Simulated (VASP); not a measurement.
# BN (F-43m) in VASP: single point with PBE

Aim: the single point of BN with PBE.

Everything below comes from runs of VASP 6.6.1. Logs are shortened: lines on timing, memory, paths and dates and some standing lists are left out, and cuts for length are marked.

## (1) The crystal as given

It takes space group F-43m (No. 216, cubic). The conventional cell has a = 3.626 Å, b = 3.626 Å, c = 3.626 Å, α = 90.00°, β = 90.00°, γ = 90.00°. Around N (site symmetry -43m) lie 4 B at 1.57 Å. Around B (site symmetry -43m) lie 4 N at 1.57 Å.

The cell is a database's computed one.

## (2) Single point, PBE

INCAR

```
SYSTEM = BN
  PREC = Accurate
  ENCUT = 520
  EDIFF = 1E-6
  ISMEAR = 0
  SIGMA = 0.02
  LREAL = .FALSE.
  LASPH = .TRUE.
  NELM = 80
  ALGO = Fast
  ISIF = 2
  LWAVE = .FALSE.
  LCHARG = .FALSE.
  GGA = PE
```

KPOINTS

```
regular mesh
0
G
  3 3 3
  0 0 0
```

POSCAR

```
BN
1.0
    0.0000000000      1.8130010000      1.8130010000
    1.8130010000      0.0000000000      1.8130010000
    1.8130010000      1.8130010000      0.0000000000
N B
1 1
Direct
    0.2500000000      0.2500000000      0.2500000000
    0.0000000000      0.0000000000      0.0000000000
```

Potentials or basis: VASP PAW PBE potentials, release 64 (N, B).

The run is started by

```sh
cat potpaw_PBE.64/N/POTCAR potpaw_PBE.64/B/POTCAR > POTCAR
mpirun -np 1 vasp_std > vasp.out
```

OUTCAR:

```text
SYSTEM = BN
   PREC = Accurate
   ENCUT = 520
   EDIFF = 1E-6
   ISMEAR = 0
   LREAL = .FALSE.
   LASPH = .TRUE.
   NELM = 80
   ISIF = 2
   GGA = PE

 ion  position               nearest neighbor table
   1  0.250  0.250  0.250-   2 1.57   2 1.57   2 1.57   2 1.57
   2  0.000  0.000  0.000-   1 1.57   1 1.57   1 1.57   1 1.57

  LATTYP: Found a face centered cubic cell.
 ALAT       =     3.6260020000

  Lattice vectors:

 A1 = (   0.0000000000,   1.8130010000,   1.8130010000)
 A2 = (   1.8130010000,   0.0000000000,   1.8130010000)
 A3 = (   1.8130010000,   1.8130010000,   0.0000000000)

Analysis of symmetry for initial positions (statically):
=====================================================================
 Subroutine PRICEL returns:
 Original cell was already a primitive cell.

 Routine SETGRP: Setting up the symmetry group for a
 face centered cubic supercell.

 Subroutine GETGRP returns: Found 24 space group operations
 (whereof 24 operations were pure point group operations)
 out of a pool of 48 trial point group operations.

The static configuration has the point symmetry T_d .

Analysis of symmetry for dynamics (positions and initial velocities):
=====================================================================
 Subroutine PRICEL returns:
 Original cell was already a primitive cell.

 Routine SETGRP: Setting up the symmetry group for a
 face centered cubic supercell.

 Subroutine GETGRP returns: Found 24 space group operations
 (whereof 24 operations were pure point group operations)
 out of a pool of 48 trial point group operations.

The dynamic configuration has the point symmetry T_d .

 Subroutine INISYM returns: Found 24 space group operations
 (whereof 24 operations are pure point group operations),
 and found     1 'primitive' translations

----------------------------------------------------------------------------------------

                                     Primitive cell

  volume of cell :      11.9186

  direct lattice vectors                    reciprocal lattice vectors
     0.000000000  1.813001000  1.813001000    -0.275785838  0.275785838  0.275785838
     1.813001000  0.000000000  1.813001000     0.275785838 -0.275785838  0.275785838
     1.813001000  1.813001000  0.000000000     0.275785838  0.275785838 -0.275785838

  length of vectors
     2.563970603  2.563970603  2.563970603     0.477675083  0.477675083  0.477675083

  position of ions in fractional coordinates (direct lattice)
     0.250000000  0.250000000  0.250000000
     0.000000000  0.000000000  0.000000000

  ion indices of the primitive-cell ions
   primitive index   ion index
                 1           1
                 2           2

----------------------------------------------------------------------------------------

 KPOINTS: regular mesh

Automatic generation of k-mesh.
 Grid dimensions read from file:
 generate k-points for:    3    3    3

 Generating k-lattice:

  Cartesian coordinates                     Fractional coordinates (reciprocal lattice)
    -0.091928613  0.091928613  0.091928613     0.333333333  0.000000000  0.000000000
     0.091928613 -0.091928613  0.091928613     0.000000000  0.333333333  0.000000000
     0.091928613  0.091928613 -0.091928613     0.000000000  0.000000000  0.333333333

  Length of vectors
     0.159225028  0.159225028  0.159225028

  Shift w.r.t. Gamma in fractional coordinates (k-lattice)
     0.000000000  0.000000000  0.000000000

 Subroutine IBZKPT returns following result:
 ===========================================

 Found      4 irreducible k-points:

 Following reciprocal coordinates:
            Coordinates               Weight
  0.000000  0.000000  0.000000      1.000000
  0.333333  0.000000  0.000000      8.000000
  0.333333  0.333333  0.000000      6.000000
 -0.333333  0.333333  0.000000     12.000000
   k-points           NKPTS =      4   k-points in BZ     NKDIM =      4   number of bands    NBANDS=      8
   number of dos      NEDOS =    301   number of ions     NIONS =      2
   total plane-waves  NPLWV =   8000
   dimension x,y,z NGX =    20 NGY =   20 NGZ =   20
   dimension x,y,z NGXF=    40 NGYF=   40 NGZF=   40
   ions per type =               1   1
   NGX,Y,Z   is equivalent  to a cutoff of  12.97, 12.97, 12.97 a.u.
   NGXF,Y,Z  is equivalent  to a cutoff of  25.94, 25.94, 25.94 a.u.
 SYSTEM =  BN
   PREC   = accura    normal or accurate (medium, high low for compatibility)
   ISTART =      0    job   : 0-new  1-cont  2-samecut
   ICHARG =      2    charge: 1-file 2-atom 10-const
   ISPIN  =      1    spin polarized calculation?
   LNONCOLLINEAR =      F non collinear calculations
   LSORBIT =      F    spin-orbit coupling
   LASPH  =      T    aspherical Exc in radial PAW
   ENCUT  =  520.0 eV  38.22 Ry    6.18 a.u.   4.77  4.77  4.77*2*pi/ulx,y,z
   NELM   =     80;   NELMIN=  2; NELMDL= -5     # of ELM steps
   EDIFF  = 0.1E-05   stopping-criterion for ELM
   LREAL  =      F    real-space projection
   EDIFFG = 0.1E-04   stopping-criterion for IOM
   NSW    =      0    number of steps for IOM
   IBRION =     -1    ionic relax: 0-MD 1-quasi-New 2-CG
   NFREE  =      0    steps in history (QN), initial steepest desc. (CG)
   ISIF   =      2    stress and relaxation
   ISYM   =      2    0-nonsym 1-usesym 2-fastsym
   POTIM  = 0.5000    time-step for ionic-motion
   TEBEG  =    0.0;   TEEND  =   0.0 temperature during run
   PSTRESS=    0.0 pullay stress
   NELECT =       8.0000    total number of electrons
   NUPDOWN=      -1.0000    fix difference up-down
   EMIN   =  10.00;   EMAX   =-10.00  energy-range for DOS
   EFERMI =   0.00;   METHOD = LEGACY
   ISMEAR =     0;   SIGMA  =   0.02  broadening in eV -4-tet -1-fermi 0-gaus
   EFERMI_NEDOS =   21; number of points for ismear=-14 and -15
   IALGO  =     68    algorithm
   IMIX   =      4    mixing-type and parameters
     AMIX     =   0.40;   BMIX     =  1.00
     AMIX_MAG =   1.60;   BMIX_MAG =  1.00
  volume/ion in A,a.u.               =       5.96        40.22
  Fermi-wavevector in a.u.,A,eV,Ry     =   1.433387  2.708709 27.954506  2.054598
  Thomas-Fermi vector in A             =   2.552911
   LORBIT       =      0    0 simple, 1 ext, 2 COOP (PROOUT), +10 PAW based schemes
   GGA     = PE    functional components
   LHFCALC =     F    Hartree Fock is set to
   AEXX    =    0.0000 exact exchange contribution
   IVDW    =     0    specifies the selected vdW correction
   LEPSILON=     F    determine dielectric tensor
   LRPA    =     F    only Hartree local field effects (RPA)
 non-spin polarized calculation
 RMM-DIIS sequential band-by-band and
 Gauss-broadening in eV      SIGMA  =   0.02
  energy-cutoff  :      520.00
  volume of cell :       11.92
 maximum number of plane-waves:       331
   NGX =  9   NGY =  9   NGZ =  9

 number of electron       7.9999999 magnetization

 Free energy of the ion-electron system (eV)
  ---------------------------------------------------
  ext. energy  EPLUGINS =         0.00000000
  ---------------------------------------------------
  free energy    TOTEN  =       -17.07987929 eV

  energy without entropy =      -17.07987929  energy(sigma->0) =      -17.07987929

 E-fermi :   7.5404     XC(G=0): -12.7420

 val. band max:        7.4213429794   @ k =   0.0000   0.0000   0.0000
 cond. band min:      13.0049414804   @ k =   0.3333   0.3333   0.0000
 fundamental gap:      5.5835985010
 Fermi energy:         7.5404499499

 k-point     1 :       0.0000    0.0000    0.0000
  band No.  band energies     occupation
      1     -12.7591      2.00000
      2       7.4213      2.00000
      3       7.4213      2.00000
      4       7.4213      2.00000
      5      16.0951      0.00000
      6      16.0951      0.00000
      7      16.0951      0.00000
      8      17.5946      0.00000

 k-point     2 :       0.3333    0.0000    0.0000
  band No.  band energies     occupation
      1     -10.2381      2.00000
      2      -0.4436      2.00000
      3       5.8570      2.00000
      4       5.8570      2.00000
      5      17.1550      0.00000
      6      17.9290      0.00000
      7      17.9290      0.00000
      8      21.8255      0.00000

 k-point     3 :       0.3333    0.3333    0.0000
  band No.  band energies     occupation
      1      -9.4204      2.00000
      2       1.3540      2.00000
      3       3.3895      2.00000
      4       3.3895      2.00000
      5      13.0049      0.00000
      6      17.5760      0.00000
      7      22.8057      0.00000
      8      22.8057      0.00000

 k-point     4 :      -0.3333    0.3333    0.0000
  band No.  band energies     occupation
      1      -7.4368      2.00000
      2      -0.9787      2.00000
      3       0.0508      2.00000
      4       3.9320      2.00000
      5      15.1490      0.00000
      6      21.6820      0.00000
      7      21.8441      0.00000
      8      23.2810      0.00000

------------------------ aborting loop because EDIFF is reached ----------------------------------------

  FORCE on cell =-STRESS in cart. coord.  units (eV):
  Direction    XX          YY          ZZ          XY          YZ          ZX
  --------------------------------------------------------------------------------------
  -------------------------------------------------------------------------------------
  Total        0.2358804      0.2358804      0.2358804     -0.0000000     -0.0000000     -0.0000000
  in kB       31.7086938     31.7086938     31.7086938     -0.0000000     -0.0000000     -0.0000000
  external PRESSURE =      31.7086938 kB  Pullay stress =       0.0000000 kB

 VOLUME and BASIS-vectors are now :
 -----------------------------------------------------------------------------
  energy-cutoff  :      520.00
  volume of cell :       11.92
      direct lattice vectors                 reciprocal lattice vectors
     0.000000000  1.813001000  1.813001000    -0.275785838  0.275785838  0.275785838
     1.813001000  0.000000000  1.813001000     0.275785838 -0.275785838  0.275785838
     1.813001000  1.813001000  0.000000000     0.275785838  0.275785838 -0.275785838

 POSITION                                       TOTAL-FORCE (eV/Angst)
 -----------------------------------------------------------------------------------
      0.90650      0.90650      0.90650         0.000000      0.000000      0.000000
      0.00000      0.00000      0.00000        -0.000000     -0.000000     -0.000000
 -----------------------------------------------------------------------------------
    total drift:                                0.000000      0.000000      0.000000

  FREE ENERGIE OF THE ION-ELECTRON SYSTEM (eV)
  ---------------------------------------------------
  free  energy   TOTEN  =       -17.0798792863 eV

  energy  without entropy=      -17.0798792863  energy(sigma->0) =      -17.07987929
```

Run time: 1.9 s. Hardware: 1 thread of Intel Xeon Platinum 8488C (Sapphire Rapids), shared host; peak memory 0.11 GiB.

What came out:

| Item | Value |
| --- | --- |
| Free energy | -17.0799 eV |
| Pressure | 3.2 GPa |
| Band gap on the k mesh | 5.58 eV, indirect (least direct gap 8.67 eV) |

Levels at points of the mesh, in eV from the valence-band top:
| k point | band 1 | band 2 | band 3 | band 4 | band 5 | band 6 | band 7 | band 8 |
| --- | --- | --- | --- | --- | --- | --- | --- | --- |
| (0.00, 0.00, 0.00) | -20.18 | 0.00 | 0.00 | 0.00 | 8.67 | 8.67 | 8.67 | 10.17 |

Caveat: the k mesh is coarse (spacing up to 1.00 Å⁻¹), so the values aren't converged; an odd mesh through Γ misses points on the zone boundary, where band edges often lie.
